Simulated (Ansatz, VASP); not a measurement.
# GaP in two plane-wave programs, part 2 of 2

Wanted: the spread between two codes on one cell, functional and k mesh. The cell is a member of a volume series, scaled by 0.97 from a relaxed one, so a pressure remains.

VASP 6.6.1 and Ansatz 0.2.0.

So far, gap on the k-mesh (eV): step 4 (side by side) 1.37; step 8 (cell volume +6.2 %) 1.49.

**10. VASP: single point, r2SCAN, volume scaled by 0.985**

Level of this step: r2SCAN; plane waves and PAW (Ga_d, P) (VASP).

A single point gives forces, pressure and levels at one fixed geometry, so differences don't come from the geometry; what else differs is listed under the comparison. The cell compared in this pair holds 39.86 Å³, against 40.40 Å³ for the pair before.

The input asks for a relaxation, which ended at its first step since no free force or stress exceeded the threshold; so it serves as a single point.

The input, INCAR:

```
SYSTEM = GaP
PREC = Accurate
ENCUT = 500
EDIFF = 1E-06
NELM = 100
ISMEAR = 0
SIGMA = 0.03
LREAL = .FALSE.
ALGO = Normal
METAGGA = R2SCAN
LASPH = .TRUE.
NBANDS = 15
LORBIT = 11
LWAVE = .FALSE.
LCHARG = .FALSE.
KPAR = 4
IBRION = 2
NSW = 30
ISIF = 4
EDIFFG = -0.01
```

The input, POSCAR:

```
GaP
1.0
    0.0000000000      2.7113568655      2.7113568655
    2.7113568655      0.0000000000      2.7113568655
    2.7113568655      2.7113568655      0.0000000000
Ga P
1 1
Direct
    0.0000000000      0.0000000000      0.0000000000
    0.7500000000      0.7500000000      0.7500000000
```

The input, KPOINTS:

```
Automatic mesh
0
Gamma
8 8 8
0 0 0
```

PAW data sets: Ga_d and P (PBE family, release 64).

Command:

```sh
> mpirun -np 4 vasp_std
```

Numbers of over 12 decimals in the logs are rounded to 6 here.

The log of the run:

```text
[banner, memory and clock lines left out]
running    4 mpi-ranks, on    1 nodes
[...]
|                                                                             |
|               ----> ADVICE to this user running VASP <----                  |
|                                                                             |
|     You enforced a specific xc type in the INCAR file but a different       |
|     [... a line on the potential file left out ...]
|     I HOPE YOU KNOW WHAT YOU ARE DOING!                                     |
|                                                                             |

 LDA part: xc-table for (None), standard interpolation
 POSCAR, INCAR and KPOINTS ok, starting setup
[...]
entering main loop
       N       E                     dE             d eps       ncg     rms          rms(c)
DAV:   1     0.639332112210E+02    0.63933E+02   -0.90781E+03   902   0.171E+03
DAV:   2    -0.178399192826E+02   -0.81773E+02   -0.77382E+02   975   0.312E+02
DAV:   3    -0.236447419234E+02   -0.58048E+01   -0.57845E+01  1080   0.673E+01
DAV:   4    -0.237333059101E+02   -0.88564E-01   -0.88544E-01  1106   0.906E+00
[...]
DAV:  11    -0.214600736182E+02    0.80627E-06   -0.19294E-05  1094   0.405E-02    0.604E-03
DAV:  12    -0.214600716426E+02    0.19755E-05   -0.17338E-06   953   0.114E-02    0.278E-03
DAV:  13    -0.214600724345E+02   -0.79182E-06   -0.31496E-07   610   0.893E-03
   1 F= -.21460072E+02 E0= -.21460072E+02  d E =-.214601E+02
[...]
reached required accuracy - stopping structural energy minimisation
```

From OUTCAR (step 10):

```text
  Total        0.3363051      0.3363051      0.3363051     -0.0000000      0.0000000      0.0000000
  in kB       13.5161814     13.5161814     13.5161814     -0.0000000      0.0000000      0.0000000
  external PRESSURE =      13.5161814 kB  Pullay stress =       0.0000000 kB

 POSITION                                       TOTAL-FORCE (eV/Angst)
 -----------------------------------------------------------------------------------
      0.00000      0.00000      0.00000         0.000000      0.000000      0.000000
      4.06704      4.06704      4.06704        -0.000000     -0.000000     -0.000000
 -----------------------------------------------------------------------------------
    total drift:                                0.000001      0.000001      0.000001

  FREE ENERGIE OF THE ION-ELECTRON SYSTEM (eV)
  ---------------------------------------------------
  free  energy   TOTEN  =       -21.4600724345 eV

  energy  without entropy=      -21.4600724345  energy(sigma->0) =      -21.46007243

[... 2 parts as in an earlier step ...]

[... 2 further parts left out ...]
[key lines of the parts left out:]
E-fermi :   4.8188
```

**11. Ansatz: single point, r2SCAN, volume scaled by 0.985**

The same cell, functional, mesh and smearing now go to Ansatz, which takes its cutoff from its data sets.

The cell is a member of a volume series, scaled by 0.985 from a relaxed one, so a pressure remains.

The input, input.yaml:

```yaml
crystal:
  lattice:
    - [0.0, 2.71135687, 2.71135687]
    - [2.71135687, 0.0, 2.71135687]
    - [2.71135687, 2.71135687, 0.0]
  atoms:
    - { symbol: Ga, position: [0.0, 0.0, 0.0] }
    - { symbol: P, position: [0.75, 0.75, 0.75] }
hamiltonian:
  xc: r2scan
  pseudopotentials: { kind: paw }
kpoints:
  mp_grid: { grid: [8, 8, 8] }
scf:
  occupations: { method: gaussian, width: 0.03 }
  n_extra_bands: 4
output:
  forces: true
  stress: true
  eigenvalues: true
```

Command:

```sh
> ansatz run input.yaml --threads 2 --pin off --max-ram 4608MiB --backend cpu --events-out ev --progress --plain --runs-dir out
```

The log of the run:

```text
[...]
Crystal: 2 atoms, lattice volume = 39.865 Å³
Basis set: ecut = 500 eV, 965 PW (Γ), exchange–correlation on 120×120×120 points (64 copies of the dense FFT grid, shifted against one another)
Bands: 13, of which v1, the nominal top of the filled ones, is band 9 counted from 1 (8 counted from 0)
Symmetry: 24 space group operations
[...]
--- Band table (eV; the first three rows and the last of 29) ---
  k-point 0: bands = [... 5 lower, -6.0499, 7.0964, 7.0964, 7.0964, 9.5979, 11.2643, 11.2643, 11.2643]
  k-point 1: bands = [... 5 lower, -5.8316, 5.4664, 6.8514, 6.8514, 10.0770, 11.6376, 11.6376, 11.9994]
  k-point 2: bands = [... 5 lower, -5.2164, 3.0919, 6.3891, 6.3891, 9.6977, 12.1723, 12.1723, 14.0738]
  k-point 28: bands = [... 5 lower, -2.7780, 0.2874, 3.3086, 3.4769, 12.1337, 12.4604, 13.6360, 13.7263]
[key lines of the parts left out:]
SCF converged after 6 iterations
Free energy (F): -4550.480036 eV
Fermi energy:    8.031494 eV
P = ⅓ Tr σ = 1.4386 GPa (14.386 kbar)
```

Run time: 3.8 s. Hardware: 2 threads of Arm Neoverse N1, shared host; peak memory 0.41 GiB.

The run ends at a pressure of 1.44 GPa.

**12. Comparison**

What differs besides the data sets and the points named for the pairs above, as far as they apply: VASP keeps PBE cores, Ansatz makes them for the functional. Total energies have different zeros and are not compared.

The two programs side by side:

```tsv
quantity	Ansatz	VASP	difference
pressure (GPa)	1.44	1.35	+0.09
gap on the k mesh (eV)	1.871	1.878	-0.008
```

A gap on the mesh is an upper bound, since the band edges may lie between its points. Ansatz's pressure holds a Pulay correction of 0.05 GPa; VASP's holds none.

**13. Other set-ups**

Further runs change the set-up of one program: Ansatz's method, potentials or start, or VASP's data sets, cutoff or form of LDA. The table gives Ansatz less VASP for each quantity, since a change that brings one quantity closer may part another.

```tsv
run	pressure (GPa)	gap on the k mesh (eV)
as above	0.087	-0.0078
Ansatz's all-electron LAPW method	0.11	-0.0053
```

**14. Summary of results**

```
difference in gap on the k mesh (single point, LDA, volume scaled by 0.97)     : 0.0015 eV
difference in gap on the k mesh (single point, LDA, volume scaled by 1.03)     : -0.0021 eV
difference in gap on the k mesh (single point, r2SCAN, volume scaled by 0.985) : -0.0078 eV
```

In words: The difference in gap on the k mesh is -0.0078 eV (single point, r2SCAN, volume scaled by 0.985), within the 0.08 eV picked in this series as the mark of a large difference. Single point, LDA, volume scaled by 0.97, Ansatz's all-electron LAPW method: the difference in gap on the k mesh goes from 0.0015 to 0.0028 eV. For single point, LDA, volume scaled by 1.03, no further run moves any of the tabulated differences by more than a quarter of its size. Single point, r2SCAN, volume scaled by 0.985, Ansatz's all-electron LAPW method: the difference in pressure goes from 0.087 to 0.11 GPa; the difference in gap on the k mesh goes from -0.0078 to -0.0053 eV. 3 further runs of this series are not shown here. Such differences can come from data sets, numerical settings and the points named under the comparisons, not from the functional's error against experiment.

[Lines on the potential files, build, host, timing and source positions are cut from VASP's logs without a mark.]

[Logs are printed without paths, hosts, clocks, repeated set-up lines and the standing remarks that a program may print on its own settings, such as how far it seeks lower states.]

[Hosts, paths, dates, database ids (printed as entryN), source tags and the programs' standing remarks are cut or masked in the printed files.]
